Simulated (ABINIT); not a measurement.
# ZrB2 (P6/mmm) in ABINIT: notebook

The runs below take ZrB2 through single point, with LDA, LDA-PZ, PBEsol, PBE.

All numbers are computed with ABINIT 10.8.3 (patched build); they aren't measurements. Logs are shortened: lines on timing, memory, paths and dates and some standing lists are left out, and cuts for length are marked. The log counts tension as positive stress, the text compression.

## Step 1: The crystal as given

The structure is hexagonal, space group P6/mmm (No. 191). The conventional cell has a = 3.170 Å, b = 3.170 Å, c = 3.533 Å, α = 90.00°, β = 90.00°, γ = 120.00°. Around Zr (site symmetry 6/mmm) lie 12 B at 2.54 Å. Around B (site symmetry -6m2) lie 3 B at 1.83 Å.

## Step 2: Single point, LDA (atoms moved at random)

Input file run.abi:

```
# Pseudopotentials
pp_dirpath "./"
pseudos "Zr.LDA_PW-JTH.xml, B.LDA_PW-JTH.xml"

# Structure
acell 3*1.0 Angstrom
rprim
     3.1700000000     0.0000000000     0.0000000000
    -1.5850000000     2.7453005300     0.0000000000
     0.0000000000     0.0000000000     3.5330000000
ntypat 2
znucl 40 5
natom 3
typat 1 2 2
xred
     0.0005520000     0.0210970000    -0.0087420000
     0.6546680000     0.3300410000     0.4957830000
     0.3421360000     0.6650570000     0.5141110000
chkprim 0
chksymtnons 0
tolsym 1.0e-6

# Plane-wave basis
ecut 17.0
pawecutdg 34.0

# k points
kptopt 1
ngkpt 8 8 6
nshiftk 1
shiftk 0.0 0.0 0.0

# Exchange and correlation
ixc 7

# Bands and occupations
nband 13
occopt 3
tsmear 0.05 eV

# SCF cycle
nstep 100
tolvrs 1.0e-9

# Output
iomode 3
prtwf 0
prtden 0
prteig 0
prtebands 0
```

Potentials or basis: JTH PAW LDA v2.0.

The run is started by

```sh
$ abinit run.abi > log 2>&1
```

run.abo:

```text
.Version 10.8.3 of ABINIT
 Symmetries : space group P1 (#  1); Bravais aP (primitive triclinic)
================================================================================
 Values of the parameters that define the memory need of the present run
     intxc =       0    ionmov =       0      iscf =      17    lmnmax =      18
     lnmax =       6     mgfft =      27  mpssoang =       3    mqgrid =    3001
     natom =       3  nloc_mem =       2    nspden =       1   nspinor =       1
    nsppol =       1      nsym =       1    n1xccc =       1    ntypat =       2
    occopt =       3   xclevel =       1
       mpw =         713          nfft =       15552          nkpt =         196
 PAW method is used; the additional fine FFT grid is defined by:
   mgfftf=        36    nfftf =     36864
================================================================================
================================================================================

--------------------------------------------------------------------------------
------------- Echo of variables that govern the present computation ------------
--------------------------------------------------------------------------------
 -outvars: echo values of preprocessed input variables --------
            acell      1.8897261259E+00  1.8897261259E+00  1.8897261259E+00 Bohr
              amu      9.12240000E+01  1.08110000E+01
          chkprim           0
      chksymtnons           0
             ecut      1.70000000E+01 Hartree
                       outvar_i_n : Printing only first  50 k-points.
              ixc           7
                       outvar_i_n : Printing only first  50 k-points.
         kptrlatt        8    0    0      0    8    0      0    0    6
          kptrlen      4.00584144E+01
            natom           3
            nband          13
            ngfft          24      24      27
          ngfftdg          32      32      36
             nkpt         196
            nstep         100
             nsym           1
           ntypat           2
                       prtocc : prtvol=0, do not print more k-points.
           occopt           3
        pawecutdg      3.40000000E+01 Hartree
           prtden           0
        prtebands           0
           prteig           0
            prtwf           0
            rprim      3.1700000000E+00  0.0000000000E+00  0.0000000000E+00
                      -1.5850000000E+00  2.7453005300E+00  0.0000000000E+00
                       0.0000000000E+00  0.0000000000E+00  3.5330000000E+00
          spgroup           1
           tolsym      1.00000000E-06
           tolvrs      1.00000000E-09
           tsmear      1.83746611E-03 Hartree
            typat      1  2  2
           useylm           1
                       outvars : Printing only first  50 k-points.
           xangst     -3.1688905000E-02  5.7917605281E-02 -3.0885486000E-02
                       1.5521825750E+00  9.0606173222E-01  1.7516013390E+00
                       3.0455775000E-02  1.8257813346E+00  1.8163541630E+00
            xcart     -5.9883351680E-02  1.0944841185E-01 -5.8365109806E-02
                       2.9331999642E+00  1.7122085271E+00  3.3100468125E+00
                       5.7553073702E-02  3.4502266882E+00  3.4324119157E+00
             xred      5.5200000000E-04  2.1097000000E-02 -8.7420000000E-03
                       6.5466800000E-01  3.3004100000E-01  4.9578300000E-01
                       3.4213600000E-01  6.6505700000E-01  5.1411100000E-01
            znucl       40.00000    5.00000

================================================================================

 chkinp: Checking input parameters for consistency.

================================================================================
== DATASET  1 ==================================================================

--- !DatasetInfo
iteration_state: {dtset: 1, }
dimensions: {natom: 3, nkpt: 196, mband: 13, nsppol: 1, nspinor: 1, nspden: 1, mpw: 713, }
cutoff_energies: {ecut:  17.0, pawecutdg:  34.0, }
electrons: {nelect:   1.80000000E+01, charge:   0.00000000E+00, occopt:   3.00000000E+00, tsmear:   1.83746611E-03, }
meta: {optdriver: 0, ionmov: 0, optcell: 0, iscf: 17, paral_kgb: 0, }
...

 Exchange-correlation functional for the present dataset will be:
  LDA: Perdew-Wang 92 LSD fit to Ceperley-Alder data - ixc=7
  J.P.Perdew and Y.Wang, PRB 45, 13244 (1992)

 Real(R)+Recip(G) space primitive vectors, cartesian coordinates (Bohr,Bohr^-1):
 R(1)=  5.9904318  0.0000000  0.0000000  G(1)=  0.1669329  0.0963787  0.0000000
 R(2)= -2.9952159  5.1878661  0.0000000  G(2)=  0.0000000  0.1927575  0.0000000
 R(3)=  0.0000000  0.0000000  6.6764024  G(3)=  0.0000000  0.0000000  0.1497813
 Unit cell volume ucvol=  2.0748629E+02 bohr^3
 Angles (23,13,12)=  9.00000000E+01  9.00000000E+01  1.20000000E+02 degrees

 Coarse grid specifications (used for wave-functions):

 getcut: wavevector=  0.0000  0.0000  0.0000  ngfft=  24  24  27
         ecut(hartree)=     17.000   => boxcut(ratio)=   2.09817

 Fine grid specifications (used for densities):

 getcut: wavevector=  0.0000  0.0000  0.0000  ngfft=  32  32  36
         ecut(hartree)=     34.000   => boxcut(ratio)=   2.03511

--- Pseudopotential description ------------------------------------------------
- pspini: atom type   1  psp file is ./Zr.LDA_PW-JTH.xml
 Pseudopotential format is: paw10
 basis_size (lnmax)=  6 (lmn_size= 18), orbitals=   0   0   1   1   2   2
 Spheres core radius: rc_sph= 2.22030268
 Shapefunction is BESSEL type: shapef(r,l)=aa(1,l)*jl(q(1,l)*r)+aa(2,l)*jl(q(2,l)*r)
 Radius for shape functions =  2.22030268
 Compensation charge density is not taken into account in XC energy/potential

- pspini: atom type   2  psp file is ./B.LDA_PW-JTH.xml
 Pseudopotential format is: paw10
 basis_size (lnmax)=  4 (lmn_size=  8), orbitals=   0   0   1   1
 Spheres core radius: rc_sph= 1.70616958
 Shapefunction is SIN type: shapef(r)=[sin(pi*r/rshp)/(pi*r/rshp)]**2
 Radius for shape functions =  1.40269776
 Compensation charge density is not taken into account in XC energy/potential

   4.23419888E+02                                ecore*ucvol(ha*bohr**3)
--------------------------------------------------------------------------------

================================================================================

--- !BeginCycle
iteration_state: {dtset: 1, }
solver: {iscf: 17, nstep: 100, nline: 4, wfoptalg: 10, }
tolerances: {tolvrs: 1.00E-09, }
...

     iter   Etot(hartree)      deltaE(h)  residm     nres2
 ETOT  1  -53.526155910662    -5.353E+01 4.440E-01 1.022E+01
 ETOT  2  -53.552547167611    -2.639E-02 2.733E-02 7.420E-01
 ETOT  3  -53.552273201956     2.740E-04 1.306E-02 1.371E-01
 ETOT  4  -53.552205962120     6.724E-05 2.157E-03 3.894E-04
 ETOT  5  -53.552207455236    -1.493E-06 2.359E-03 5.564E-05
 ETOT  6  -53.552207455869    -6.326E-10 1.452E-03 2.536E-06
 ETOT  7  -53.552207435240     2.063E-08 1.216E-03 1.111E-07
 ETOT  8  -53.552207435657    -4.168E-10 1.205E-03 7.375E-09
 ETOT  9  -53.552207435626     3.023E-11 8.916E-04 1.055E-09
 ETOT 10  -53.552207435624     2.892E-12 4.513E-04 6.769E-11

 At SCF step   10       nres2   =  6.77E-11 < tolvrs=  1.00E-09 =>converged.

 Cartesian components of stress tensor (hartree/bohr^3)
  sigma(1 1)=  2.72486948E-04  sigma(3 2)=  2.40015739E-05
  sigma(2 2)=  2.78626177E-04  sigma(3 1)= -1.42412671E-05
  sigma(3 3)=  2.67221223E-04  sigma(2 1)= -2.60153354E-05

--- !ResultsGS
iteration_state: {dtset: 1, }
comment   : Summary of ground state results
lattice_vectors:
- [  5.9904318,   0.0000000,   0.0000000, ]
- [ -2.9952159,   5.1878661,   0.0000000, ]
- [  0.0000000,   0.0000000,   6.6764024, ]
lattice_lengths: [   5.99043,    5.99043,    6.67640, ]
lattice_angles: [ 90.000,  90.000, 120.000, ] # degrees, (23, 13, 12)
lattice_volume:   2.0748629E+02
convergence: {deltae:  2.892E-12, res2:  6.769E-11, residm:  4.513E-04, diffor: null, }
etotal    :  -5.35522074E+01
entropy   :   0.00000000E+00
fermie    :   4.55416047E-01
cartesian_stress_tensor: # hartree/bohr^3
- [  2.72486948E-04,  -2.60153354E-05,  -1.42412671E-05, ]
- [ -2.60153354E-05,   2.78626177E-04,   2.40015739E-05, ]
- [ -1.42412671E-05,   2.40015739E-05,   2.67221223E-04, ]
pressure_GPa:  -8.0254E+00
xred      :
- [  5.5200E-04,   2.1097E-02,  -8.7420E-03, Zr]
- [  6.5467E-01,   3.3004E-01,   4.9578E-01,  B]
- [  3.4214E-01,   6.6506E-01,   5.1411E-01,  B]
cartesian_forces: # hartree/bohr
- [  6.97589352E-03,  -1.55101525E-02,   1.28663864E-02, ]
- [  9.80916309E-03,   7.57771935E-03,   1.21794144E-03, ]
- [ -1.67850566E-02,   7.93243312E-03,  -1.40843278E-02, ]
force_length_stats: {min:   1.24549144E-02, max:   2.33030022E-02, mean:   1.90277654E-02, }
...

 Integrated electronic density in atomic spheres:
 ------------------------------------------------
 Atom  Sphere_radius  Integrated_density
    1        2.22030          9.14154543
    2        1.70617          1.81513711
    3        1.70617          1.83017163

================================================================================

 ----iterations are completed or convergence reached----

 Mean square residual over all n,k,spin=   10.712E-07; max=  45.127E-05
 reduced coordinates (array xred) for    3 atoms
       0.000552000000      0.021097000000     -0.008742000000
       0.654668000000      0.330041000000      0.495783000000
       0.342136000000      0.665057000000      0.514111000000
 rms dE/dt=  7.4780E-02; max dE/dt=  1.0135E-01; dE/dt below (all hartree)
    1      -0.041786014315      0.101353460133     -0.085899777521
    2      -0.058758522494     -0.009937074085     -0.008130071620
    3       0.100552337322     -0.091432711535      0.094034035653

 cartesian coordinates (angstrom) at end:
    1     -0.03168890500000     0.05791760528141    -0.03088548600000
    2      1.55218257500000     0.90606173222173     1.75160133900000
    3      0.03045577500000     1.82578133458021     1.81635416300000

 cartesian forces (hartree/bohr) at end:
    1      0.00697589351616    -0.01551015246438     0.01286638639220
    2      0.00980916308520     0.00757771934835     0.00121794143509
    3     -0.01678505660136     0.00793243311603    -0.01408432782730
 frms,max,avg= 1.1318258E-02 1.6785057E-02  -4.341E-07  7.984E-07 -2.090E-07 h/b

 cartesian forces (eV/Angstrom) at end:
    1      0.35871486733903    -0.79756410713213     0.66161618968512
    2      0.50440744639528     0.38966199591166     0.06262906670004
    3     -0.86312231373431     0.40790211122047    -0.72424525638517
 frms,max,avg= 5.8200821E-01 8.6312231E-01  -2.232E-05  4.105E-05 -1.075E-05 e/A
 length scales=  1.889726125908  1.889726125908  1.889726125908 bohr
              =  1.000000000000  1.000000000000  1.000000000000 angstroms
 Fermi (or HOMO) energy (hartree) =   0.45542   Average Vxc (hartree)=  -0.46310
 Eigenvalues (hartree) for nkpt= 196  k points:
 kpt#   1, nband= 13, wtk=  0.00260, kpt=  0.0000  0.0000  0.0000 (reduced coord)
  -1.32940   -0.52998   -0.50932   -0.50873   -0.00933    0.34738    0.35145    0.36539
   0.37430    0.57264    0.57749    0.59125    0.61290
      occupation numbers for kpt#   1
   2.00000    2.00000    2.00000    2.00000    2.00000    2.00000    2.00000    2.00000
   2.00000    0.00000    0.00000    0.00000    0.00000
 prteigrs : prtvol=0 or 1, do not print more k-points.

--- !EnergyTerms
iteration_state     : {dtset: 1, }
comment             : Components of total free energy in Hartree
kinetic             :  1.56250413873758E+01
hartree             :  6.89100600111976E+00
xc                  : -9.02626169969579E+00
Ewald energy        : -4.82700836098171E+01
psp_core            :  2.04071265584336E+00
local_psp           : -3.20821232761434E+01
PAW spherical_terms :  1.12695730363715E+01
internal            : -5.35521355049459E+01
'-kT*entropy'       : -7.17708538879154E-05
total_energy        : -5.35522072757997E+01
total_energy_eV     : -1.45722979650662E+03
...

--- !EnergyTermsDC
iteration_state     : {dtset: 1, }
comment             : '"Double-counting" decomposition of free energy'
band_energy         : -3.17609547331785E+00
Ewald energy        : -4.82700836098171E+01
psp_core            :  2.04071265584336E+00
xc_dc               : -5.37639197915477E+00
PAW spherical_terms :  1.22972274167666E+00
internal            : -5.35521356647697E+01
'-kT*entropy'       : -7.17708538879154E-05
total_energy_dc     : -5.35522074356236E+01
total_energy_dc_eV  : -1.45722980085565E+03
...

--- !EnergyTermsWithPAWCore
iteration_state     : {dtset: 1, }
comment             : 'Components of total free energy, including PAW core contributions'
Total energy        : -3.64426006366977E+03
Total energy DC     : -3.64426006382959E+03
Total energy (eV)   : -9.91653681733214E+04
Total energy DC (eV): -9.91653681776704E+04
...

 Cartesian components of stress tensor (hartree/bohr^3)
  sigma(1 1)=  2.72486948E-04  sigma(3 2)=  2.40015739E-05
  sigma(2 2)=  2.78626177E-04  sigma(3 1)= -1.42412671E-05
  sigma(3 3)=  2.67221223E-04  sigma(2 1)= -2.60153354E-05

-Cartesian components of stress tensor (GPa)         [Pressure= -8.0254E+00 GPa]
- sigma(1 1)=  8.01684278E+00  sigma(3 2)=  7.06150684E-01
- sigma(2 2)=  8.19746513E+00  sigma(3 1)= -4.18992542E-01
- sigma(3 3)=  7.86191981E+00  sigma(2 1)= -7.65397592E-01

== END DATASET(S) ==============================================================
================================================================================

 -outvars: echo values of variables after computation  --------
            acell      1.8897261259E+00  1.8897261259E+00  1.8897261259E+00 Bohr
           etotal     -5.3552207436E+01
            fcart      6.9758935162E-03 -1.5510152464E-02  1.2866386392E-02
                       9.8091630852E-03  7.5777193483E-03  1.2179414351E-03
                      -1.6785056601E-02  7.9324331160E-03 -1.4084327827E-02
            rprim      3.1700000000E+00  0.0000000000E+00  0.0000000000E+00
                      -1.5850000000E+00  2.7453005300E+00  0.0000000000E+00
                       0.0000000000E+00  0.0000000000E+00  3.5330000000E+00
           strten      2.7248694752E-04  2.7862617656E-04  2.6722122292E-04
                       2.4001573908E-05 -1.4241267053E-05 -2.6015335373E-05
           xangst     -3.1688905000E-02  5.7917605281E-02 -3.0885486000E-02
                       1.5521825750E+00  9.0606173222E-01  1.7516013390E+00
                       3.0455775000E-02  1.8257813346E+00  1.8163541630E+00
             xred      5.5200000000E-04  2.1097000000E-02 -8.7420000000E-03
                       6.5466800000E-01  3.3004100000E-01  4.9578300000E-01
                       3.4213600000E-01  6.6505700000E-01  5.1411100000E-01
 Calculation completed.
```

Wall time 49 s (1 thread of Arm Neoverse V1, shared host); peak memory 0.13 GiB.

What came out:

```yaml
Free_energy: -1457.2298 eV
Pressure: -8.0 GPa
Largest_force: 1.198 eV/Å
Band_gap_on_the_k_mesh: none (metal or under the smearing width)
```

Forces on the atoms (eV/Å):
```
Zr   0.359 -0.798  0.662
B    0.504  0.390  0.063
B   -0.863  0.408 -0.724
```

Caveat: the atomic spheres overlap.

## Step 3: Single point, LDA-PZ (cell strained at random)

Input file run.abi:

```
# Pseudopotentials
pp_dirpath "./"
pseudos "Zr.upf, B.upf"

# Structure
acell 3*1.0
rprim
     5.9803387878     0.0495826341    -0.1694725286
    -2.9472282023     5.0603161754     0.1122780777
    -0.1888800159     0.0354437032     6.8288522740
ntypat 2
znucl 40 5
natom 3
typat 1 2 2
xcart
     0.0000000000     0.0000000000     0.0000000000
     1.5399285002     0.9194713332     1.7668541667
    -0.0348265002     1.8033266668     1.8165528333 Angstrom
chkprim 0
chksymtnons 0
tolsym 1.0e-6

# Plane-wave basis
ecut 38.0

# k points
kptopt 1
ngkpt 8 8 6
nshiftk 1
shiftk 0.0 0.0 0.0

# Exchange and correlation
ixc 2

# Bands and occupations
nband 13
occopt 3
tsmear 0.05 eV

# SCF cycle
nstep 100
tolvrs 1.0e-10

# Output
iomode 3
prtwf 0
prteig 0
prtebands 0
enunit 2
prtden 1
prtvha 1
prtvclmb 1
prtpot 1
prtelf 1
```

Potentials or basis: PseudoDojo NC SR LDA v0.4.1 standard.

The run is started by

```sh
$ abinit run.abi > log 2>&1
```

Run time: 2.7 min. Hardware: 1 thread of Arm Neoverse V1, shared host; peak memory 0.15 GiB.

It converged, with:

```yaml
Free_energy: -1543.2167 eV
Pressure: -7.0 GPa
Largest_force: 0.041 eV/Å
Band_gap_on_the_k_mesh: none (metal or under the smearing width)
Valence_electrons_inside_the_program's_atomic_spheres: Zr 8.45; B 2.67
```

Forces in eV/Å, atoms in the order of the input:
```
Zr   0.000  0.000  0.000
B   -0.039  0.000 -0.014
B    0.039  0.000  0.014
```

Stress tensor (GPa, compression positive):
```
 -7.82  -4.50  13.03
 -4.50   0.53  -2.83
 13.03  -2.83 -13.84
```

Levels at points of the mesh, in eV from the Fermi level:
```
           k point  band 7  band 8  band 9  band 10  band 11  band 12
(0.00, 0.00, 0.00)   -2.55   -2.52   -2.29     3.04     3.14     4.04
(0.50, 0.00, 0.00)   -4.14   -2.81   -2.60     2.24     2.30     5.07
(0.00, 0.50, 0.00)   -4.06   -3.11   -2.71     1.96     2.11     4.96
(0.50, 0.50, 0.00)   -4.09   -3.02   -2.68     2.11     2.19     4.90
(0.00, 0.00, 0.50)   -0.89   -0.76    0.34     0.45     0.76     0.97
(0.50, 0.00, 0.50)   -4.35   -3.97   -2.03     3.17     4.65     5.35
(0.00, 0.50, 0.50)   -4.69   -4.06   -1.80     3.39     4.09     5.46
(0.50, 0.50, 0.50)   -4.52   -4.12   -1.85     3.23     4.29     5.39
```

(Continued in part 2 of 2.)
